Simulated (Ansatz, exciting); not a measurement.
Li: 3 runs at one level of theory

```
Li
1.0
    -1.73329    1.76667    1.73520
     1.72839   -1.79094    1.75457
     1.74318    1.80083   -1.75947
Li
1
Cartesian
  -0.0064 -0.0779 0.0361
```

The given cell was strained at random by a few per cent at fixed volume.

Alike in all runs: task single point; functional PBEsol; k mesh 11 × 11 × 11; occupations fermi-dirac, width 0.05 eV; no spin polarisation; no spin-orbit coupling. Pressure is positive in compression and, in plane waves, holds the error of the finite cutoff, which Ansatz's Pulay term estimates and takes out.

| program and potentials | plane-wave cutoff (eV) | notes | pressure (GPa) | energy over the undisturbed cell (meV/atom) |
| --- | --- | --- | --- | --- |
| Ansatz, Ansatz PAW | 420 | potentials made for PBE, which Ansatz adapts in part | -0.82 | 0.17 |
| exciting, all-electron LAPW+lo, shipped species files, valence relativity zora | - | - | - | 0.17 |
| Ansatz, all-electron LAPW, scalar-relativistic | - | - | -0.82 | - |

The runs that give it agree on the pressure.

The functional is the same throughout but for its coding, so the spread measures potentials, basis and numerics; runs on potential files found faulty are left out.
